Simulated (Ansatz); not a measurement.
# C: the cost of one run

Computed with Ansatz 0.2.0 (DFT PBE, scalar-relativistic, plane waves, PAW, unless a step's input says otherwise).

## Step 1: The system as given

The structure is hexagonal, space group P6_322 (No. 182). The conventional cell has a = 4.766 Å, b = 4.766 Å, c = 3.784 Å, α = 90.00°, β = 90.00°, γ = 120.00°. C (site symmetry 1) has 3 C at 1.45 to 1.47 Å as nearest neighbours.

Structure file:

```
C
1.0
     4.76560    0.00000    0.00000
    -2.38280    4.12713    0.00000
     0.00000    0.00000    3.78439
C
12
Direct
  0.62220 0.66580 0.31317
  0.33420 0.95639 0.31317
  0.04361 0.37780 0.31317
  0.37780 0.33420 0.81317
  0.66580 0.04361 0.81317
  0.95639 0.62220 0.81317
  0.33420 0.37780 0.18683
  0.62220 0.95639 0.18683
  0.04361 0.66580 0.18683
  0.66580 0.62220 0.68683
  0.37780 0.04361 0.68683
  0.95639 0.33420 0.68683
```

A structure generator made this guess: 3-connected net of one element (P6_322, No. 182). Lengths come from tabulated atomic sizes and are only a guess.

## Step 2: A first look at the guess

input.yaml reads:

```yaml
crystal:
  lattice:
    - [4.76560339, 0.0, 0.0]
    - [-2.3828017, 4.1271336, 0.0]
    - [0.0, 0.0, 3.78439057]
  atoms:
    - { symbol: C, position: [0.62219803, 0.66580451, 0.3131748] }
    - { symbol: C, position: [0.33419549, 0.95639353, 0.3131748] }
    - { symbol: C, position: [0.04360647, 0.37780197, 0.3131748] }
    - { symbol: C, position: [0.37780197, 0.33419549, 0.8131748] }
    - { symbol: C, position: [0.66580451, 0.04360647, 0.8131748] }
    - { symbol: C, position: [0.95639353, 0.62219803, 0.8131748] }
    - { symbol: C, position: [0.33419549, 0.37780197, 0.1868252] }
    - { symbol: C, position: [0.62219803, 0.95639353, 0.1868252] }
    - { symbol: C, position: [0.04360647, 0.66580451, 0.1868252] }
    - { symbol: C, position: [0.66580451, 0.62219803, 0.6868252] }
    - { symbol: C, position: [0.37780197, 0.04360647, 0.6868252] }
    - { symbol: C, position: [0.95639353, 0.33419549, 0.6868252] }
basis:
  ecutwfc: 420
kpoints:
  mp_grid: { grid: [6, 6, 4] }
hamiltonian:
  xc: pbe
scf:
  occupations: { method: gaussian, width: 0.1 }
  lower_state_search: "off"
output:
  forces: true
  stress: true
  eigenvalues: true
```

Command:

```bash
$ ansatz run input.yaml --threads 1 --pin off --max-ram 2560MiB --backend cpu --events-out ev --progress --plain --runs-dir out
```

**Question.** How long does this run take on 1 thread of Intel Xeon at 2.70GHz, shared host, and how much memory does it need?

About 4.6 s, with a peak of 0.32 GiB.
